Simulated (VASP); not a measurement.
# InAs (F-43m) in VASP: a series of runs

Runs on InAs. Level: PBEsol. Tasks: single point.

Program: VASP 6.6.1. These are calculated values, not measurements. Logs are shortened: lines on timing, memory, paths and dates and some standing lists are left out, and cuts for length are marked.

**Experimental background.**

From a printed reference work, data compilation, for a bulk crystal of InAs at 4.2 K: band gap 0.418 eV (direct).

How close the calculation comes is told below.

### Step 1. The cell of the first run

The structure is cubic, space group F-43m (No. 216). Conventional cell: a = 6.115 Å, b = 6.115 Å, c = 6.115 Å, α = 90.00°, β = 90.00°, γ = 90.00°. In (site symmetry -43m) has 4 As at 2.65 Å within 3.5 Å. As (site symmetry -43m) has 4 In at 2.65 Å within 3.5 Å.

### Step 2. Single point, PBEsol

INCAR

```
PREC = Accurate ; ENCUT = 520
EDIFF = 1E-6 ; ISMEAR = -1
SIGMA = 0.05 ; LREAL = F
LASPH = T ; NELM = 80
ALGO = Normal ; ISIF = 2
LWAVE = F ; LCHARG = F
GGA = PS ; NBANDS = 16
```

KPOINTS

```
Automatic mesh
0
Gamma
  8 8 8
```

POSCAR

```
InAs
1.0
    0.0000000000      3.0577150807      3.0577150807
    3.0577150807      0.0000000000      3.0577150807
    3.0577150807      3.0577150807      0.0000000000
In As
1 1
Direct
    0.0000000000      0.0000000000      0.0000000000
    0.7500000000      0.7500000000      0.7500000000
```

Potentials or basis: VASP PAW PBE potentials, release 64 (In_d, As).

On the command line:

```
cat potpaw_PBE.64/In_d/POTCAR potpaw_PBE.64/As/POTCAR > POTCAR
mpirun -np 1 vasp_std > vasp.out
```

OUTCAR:

```text
PREC = Accurate
   ENCUT = 520
   EDIFF = 1E-6
   ISMEAR = -1
   LREAL = F
   LASPH = T
   NELM = 80
   ISIF = 2
   GGA = PS

 ion  position               nearest neighbor table
   1  0.000  0.000  0.000-   2 2.65   2 2.65   2 2.65   2 2.65
   2  0.750  0.750  0.750-   1 2.65   1 2.65   1 2.65   1 2.65

  LATTYP: Found a face centered cubic cell.
 ALAT       =     6.1154301614

  Lattice vectors:

 A1 = (   0.0000000000,   3.0577150807,   3.0577150807)
 A2 = (   3.0577150807,   0.0000000000,   3.0577150807)
 A3 = (   3.0577150807,   3.0577150807,   0.0000000000)

Analysis of symmetry for initial positions (statically):
=====================================================================
 Subroutine PRICEL returns:
 Original cell was already a primitive cell.

 Routine SETGRP: Setting up the symmetry group for a
 face centered cubic supercell.

 Subroutine GETGRP returns: Found 24 space group operations
 (whereof 24 operations were pure point group operations)
 out of a pool of 48 trial point group operations.

The static configuration has the point symmetry T_d .

Analysis of symmetry for dynamics (positions and initial velocities):
=====================================================================
 Subroutine PRICEL returns:
 Original cell was already a primitive cell.

 Routine SETGRP: Setting up the symmetry group for a
 face centered cubic supercell.

 Subroutine GETGRP returns: Found 24 space group operations
 (whereof 24 operations were pure point group operations)
 out of a pool of 48 trial point group operations.

The dynamic configuration has the point symmetry T_d .

 Subroutine INISYM returns: Found 24 space group operations
 (whereof 24 operations are pure point group operations),
 and found     1 'primitive' translations

----------------------------------------------------------------------------------------

                                     Primitive cell

  volume of cell :      57.1770

  direct lattice vectors                    reciprocal lattice vectors
     0.000000000  3.057715081  3.057715081    -0.163520795  0.163520795  0.163520795
     3.057715081  0.000000000  3.057715081     0.163520795 -0.163520795  0.163520795
     3.057715081  3.057715081  0.000000000     0.163520795  0.163520795 -0.163520795

  length of vectors
     4.324262137  4.324262137  4.324262137     0.283226325  0.283226325  0.283226325

  position of ions in fractional coordinates (direct lattice)
     0.000000000  0.000000000  0.000000000
     0.750000000  0.750000000  0.750000000

  ion indices of the primitive-cell ions
   primitive index   ion index
                 1           1
                 2           2

----------------------------------------------------------------------------------------

 KPOINTS: Automatic mesh

Automatic generation of k-mesh.
 Grid dimensions read from file:
 generate k-points for:    8    8    8

 Generating k-lattice:

  Cartesian coordinates                     Fractional coordinates (reciprocal lattice)
    -0.020440099  0.020440099  0.020440099     0.125000000  0.000000000  0.000000000
     0.020440099 -0.020440099  0.020440099     0.000000000  0.125000000  0.000000000
     0.020440099  0.020440099 -0.020440099     0.000000000  0.000000000  0.125000000

  Length of vectors
     0.035403291  0.035403291  0.035403291

  Shift w.r.t. Gamma in fractional coordinates (k-lattice)
     0.000000000  0.000000000  0.000000000

 Subroutine IBZKPT returns following result:
 ===========================================

 Found     29 irreducible k-points:

 Following reciprocal coordinates:
            Coordinates               Weight
  0.000000  0.000000  0.000000      1.000000
  0.125000  0.000000  0.000000      8.000000
  0.250000  0.000000  0.000000      8.000000
  0.375000  0.000000  0.000000      8.000000
  0.500000  0.000000  0.000000      4.000000
  0.125000  0.125000  0.000000      6.000000
[... 16 lines left out ...]
  0.500000  0.250000  0.125000     48.000000
 -0.375000  0.250000  0.125000     24.000000
 [... further k-points ...]
   k-points           NKPTS =     29   k-points in BZ     NKDIM =     29   number of bands    NBANDS=     16
   number of dos      NEDOS =    301   number of ions     NIONS =      2
   total plane-waves  NPLWV =  32768
   dimension x,y,z NGX =    32 NGY =   32 NGZ =   32
   dimension x,y,z NGXF=    64 NGYF=   64 NGZF=   64
   ions per type =               1   1
   NGX,Y,Z   is equivalent  to a cutoff of  12.30, 12.30, 12.30 a.u.
   NGXF,Y,Z  is equivalent  to a cutoff of  24.60, 24.60, 24.60 a.u.
 SYSTEM =  unknown system
   PREC   = accura    normal or accurate (medium, high low for compatibility)
   ISTART =      0    job   : 0-new  1-cont  2-samecut
   ICHARG =      2    charge: 1-file 2-atom 10-const
   ISPIN  =      1    spin polarized calculation?
   LNONCOLLINEAR =      F non collinear calculations
   LSORBIT =      F    spin-orbit coupling
   LASPH  =      T    aspherical Exc in radial PAW
   ENCUT  =  520.0 eV  38.22 Ry    6.18 a.u.   8.04  8.04  8.04*2*pi/ulx,y,z
   NELM   =     80;   NELMIN=  2; NELMDL= -5     # of ELM steps
   EDIFF  = 0.1E-05   stopping-criterion for ELM
   LREAL  =      F    real-space projection
   EDIFFG = 0.1E-04   stopping-criterion for IOM
   NSW    =      0    number of steps for IOM
   IBRION =     -1    ionic relax: 0-MD 1-quasi-New 2-CG
   NFREE  =      0    steps in history (QN), initial steepest desc. (CG)
   ISIF   =      2    stress and relaxation
   ISYM   =      2    0-nonsym 1-usesym 2-fastsym
   POTIM  = 0.5000    time-step for ionic-motion
   TEBEG  =    0.0;   TEEND  =   0.0 temperature during run
   PSTRESS=    0.0 pullay stress
   NELECT =      18.0000    total number of electrons
   NUPDOWN=      -1.0000    fix difference up-down
   EMIN   =  10.00;   EMAX   =-10.00  energy-range for DOS
   EFERMI =   0.00;   METHOD = LEGACY
   ISMEAR =    -1;   SIGMA  =   0.05  broadening in eV -4-tet -1-fermi 0-gaus
   EFERMI_NEDOS =   21; number of points for ismear=-14 and -15
   IALGO  =     38    algorithm
   IMIX   =      4    mixing-type and parameters
     AMIX     =   0.40;   BMIX     =  1.00
     AMIX_MAG =   1.60;   BMIX_MAG =  1.00
  volume/ion in A,a.u.               =      28.59       192.92
  Fermi-wavevector in a.u.,A,eV,Ry     =   1.113675  2.104541 16.874939  1.240273
  Thomas-Fermi vector in A             =   2.250263
   LORBIT       =      0    0 simple, 1 ext, 2 COOP (PROOUT), +10 PAW based schemes
   GGA     = PS    functional components
   LHFCALC =     F    Hartree Fock is set to
   AEXX    =    0.0000 exact exchange contribution
   IVDW    =     0    specifies the selected vdW correction
   LEPSILON=     F    determine dielectric tensor
   LRPA    =     F    only Hartree local field effects (RPA)
 non-spin polarized calculation
  energy-cutoff  :      520.00
  volume of cell :       57.18
 maximum number of plane-waves:      1572
   NGX = 17   NGY = 17   NGZ = 17

 number of electron      17.9999997 magnetization

 Free energy of the ion-electron system (eV)
  ---------------------------------------------------
  ext. energy  EPLUGINS =         0.00000000
  ---------------------------------------------------
  free energy    TOTEN  =        -8.48591235 eV

  energy without entropy =       -8.48535142  energy(sigma->0) =       -8.48563188

 E-fermi :   4.0890     XC(G=0):  -9.1373

 val. band max:        4.0392302718   @ k =   0.0000   0.0000   0.0000
 cond. band min:       4.8416873563   @ k =   0.5000   0.0000   0.0000
 fundamental gap:      0.8024570846
 Fermi energy:         4.0889547229

 k-point     1 :       0.0000    0.0000    0.0000
  band No.  band energies     occupation
      1     -10.2281      2.00000
      2     -10.2281      2.00000
      3     -10.2281      2.00000
      4     -10.1137      2.00000
      5     -10.1137      2.00000
      6      -7.6371      2.00000
[... 8 lines left out ...]
     15      13.6161      0.00000
     16      13.6161      0.00000

 k-point     2 :       0.1250    0.0000    0.0000
  band No.  band energies     occupation
      1     -10.2460      2.00000
      2     -10.2228      2.00000
      3     -10.2228      2.00000
      4     -10.1139      2.00000
      5     -10.1139      2.00000
      6      -7.4840      2.00000
[... 8 lines left out ...]
     15      12.7360      0.00000
     16      12.7360      0.00000

 k-point     3 :       0.2500    0.0000    0.0000
  band No.  band energies     occupation
      1     -10.2868      2.00000
      2     -10.2114      2.00000
      3     -10.2114      2.00000
      4     -10.1127      2.00000
      5     -10.1127      2.00000
      6      -7.0654      2.00000
[... 8 lines left out ...]
     15      12.4906      0.00000
     16      12.4906      0.00000

 k-point     4 :       0.3750    0.0000    0.0000
  band No.  band energies     occupation
      1     -10.3246      2.00000
      2     -10.2025      2.00000
      3     -10.2025      2.00000
      4     -10.1089      2.00000
      5     -10.1089      2.00000
      6      -6.5343      2.00000
[... 8 lines left out ...]
     15      13.3998      0.00000
     16      13.3998      0.00000

 k-point     5 :       0.5000    0.0000    0.0000
  band No.  band energies     occupation
      1     -10.3395      2.00000
      2     -10.1996      2.00000
      3     -10.1996      2.00000
      4     -10.1065      2.00000
      5     -10.1065      2.00000
      6      -6.2545      2.00000
[... 8 lines left out ...]
     15      14.6089      0.00000
     16      14.6089      0.00000

 k-point     6 :       0.1250    0.1250    0.0000
  band No.  band energies     occupation
      1     -10.2573      2.00000
      2     -10.2177      2.00000
      3     -10.2177      2.00000
      4     -10.1178      2.00000
      5     -10.1107      2.00000
      6      -7.4334      2.00000
[... 8 lines left out ...]
     15      12.4686      0.00000
     16      13.7844      0.00000
[... 267 lines left out ...]
 k-point    21 :       0.5000    0.5000    0.0000
  band No.  band energies     occupation
      1     -10.3942      2.00000
      2     -10.1548      2.00000
      3     -10.1548      2.00000
      4     -10.1480      2.00000
      5     -10.0931      2.00000
      6      -5.7446      2.00000
[... 8 lines left out ...]
     15      15.4529      0.00000
     16      15.8959      0.00000

 k-point    22 :       0.3750    0.2500    0.1250
  band No.  band energies     occupation
      1     -10.3211      2.00000
      2     -10.1976      2.00000
      3     -10.1934      2.00000
      4     -10.1242      2.00000
      5     -10.1051      2.00000
      6      -6.7230      2.00000
[... 8 lines left out ...]
     15      13.9876      0.00000
     16      14.5459      0.00000

 k-point    23 :       0.5000    0.2500    0.1250
  band No.  band energies     occupation
      1     -10.3455      2.00000
      2     -10.1928      2.00000
      3     -10.1834      2.00000
      4     -10.1220      2.00000
      5     -10.1052      2.00000
      6      -6.2483      2.00000
[... 8 lines left out ...]
     15      14.1087      0.00000
     16      14.9199      0.00000

 k-point    24 :      -0.3750    0.2500    0.1250
  band No.  band energies     occupation
      1     -10.3547      2.00000
      2     -10.1919      2.00000
      3     -10.1797      2.00000
      4     -10.1183      2.00000
      5     -10.1069      2.00000
      6      -6.0041      2.00000
[... 8 lines left out ...]
     15      14.2471      0.00000
     16      14.9199      0.00000

 [... further k-points ...]
[... 5 lines left out ...]
  --------------------------------------------------------------------------------------
  -------------------------------------------------------------------------------------
  Total       -0.2355993     -0.2355993     -0.2355993     -0.0000000     -0.0000000     -0.0000000
  in kB       -6.6018186     -6.6018186     -6.6018186     -0.0000000     -0.0000000     -0.0000000
  external PRESSURE =      -6.6018186 kB  Pullay stress =       0.0000000 kB

 VOLUME and BASIS-vectors are now :
 -----------------------------------------------------------------------------
  energy-cutoff  :      520.00
  volume of cell :       57.18
      direct lattice vectors                 reciprocal lattice vectors
     0.000000000  3.057715081  3.057715081    -0.163520795  0.163520795  0.163520795
     3.057715081  0.000000000  3.057715081     0.163520795 -0.163520795  0.163520795
     3.057715081  3.057715081  0.000000000     0.163520795  0.163520795 -0.163520795

 POSITION                                       TOTAL-FORCE (eV/Angst)
 -----------------------------------------------------------------------------------
      0.00000      0.00000      0.00000        -0.000000     -0.000000     -0.000000
      4.58657      4.58657      4.58657         0.000000      0.000000      0.000000
 -----------------------------------------------------------------------------------
    total drift:                                0.000000      0.000000     -0.000000

  FREE ENERGIE OF THE ION-ELECTRON SYSTEM (eV)
  ---------------------------------------------------
  free  energy   TOTEN  =        -8.4859123486 eV

  energy  without entropy=       -8.4853514160  energy(sigma->0) =       -8.48563188
```

Run time: 16 s. Hardware: 1 thread of Intel Xeon Platinum 8488C (Sapphire Rapids), shared host; peak memory 0.18 GiB.

What came out:

| Item | Value |
| --- | --- |
| Free energy | -8.4859 eV |
| Pressure | -0.7 GPa |
| Band gap on the k mesh | zero (filled and empty bands touch) |

Caveat: the PAW data sets were made with another functional, which shifts forces and pressure a little; spin-orbit coupling is left out, which moves the levels of the heavy elements.

(Part 1 of 3 ends here.)
